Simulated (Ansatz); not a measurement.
Crystal: AlNi3.

```xyz
4
Lattice="0.0000 2.8019 2.8019 2.8019 0.0000 2.8019 2.8019 2.8019 0.0000" Properties=species:S:1:pos:R:3 pbc="T T T"
Ni    4.2028    4.2028    4.2028
Ni    0.0000    0.0000    0.0000
Ni    1.4009    1.4009    1.4009
Al    2.8019    2.8019    2.8019
```

The cell comes from a database or a generator and needn't be the stable form of this composition.

Base run:

* Program: Ansatz 0.2.0
* Functional: PBEsol
* Potentials or basis: Ansatz PAW
* Cutoff: 420 eV (not typed: the program's choice for these potentials)
* k mesh: 7 × 7 × 7
* Occupations: fermi-dirac, width 0.05 eV
* Spin: collinear spin, ferromagnetic start
* Starting moments: [2.0, 2.0, 2.0, 0.0] μB
* Fixed moment: 6 μB

Its results: pressure 27.5 GPa; site moments Ni +1.57, +1.70; Al +0.28 μB.

Task: After a change of settings the same cell gave: pressure 1.3 GPa; site moments Ni +0.44, +0.57; Al +0.01 μB. Which change was it?
A. fixed moment from 6 μB to 4.5 μB; moments at the start from [2.0, 2.0, 2.0, 0.0] to [1.5, 1.5, 1.5, 0.0]
B. fixed moment from 6 μB to 1.5 μB; moments at the start from [2.0, 2.0, 2.0, 0.0] to [0.5, 0.5, 0.5, 0.0]
C. fixed moment from 6 μB to 2.2 μB; moments at the start from [2.0, 2.0, 2.0, 0.0] to [0.73, 0.73, 0.73, 0.0]
D. fixed moment from 6 μB to 3.8 μB; moments at the start from [2.0, 2.0, 2.0, 0.0] to [1.27, 1.27, 1.27, 0.0]

Result: B.

Caveats: the total moment is fixed, so each spin has its own Fermi level; the PAW data sets come from PBE, with cores solved anew for the run's functional, which leaves a small shift of forces and pressure; the thresholds are loose for stress.
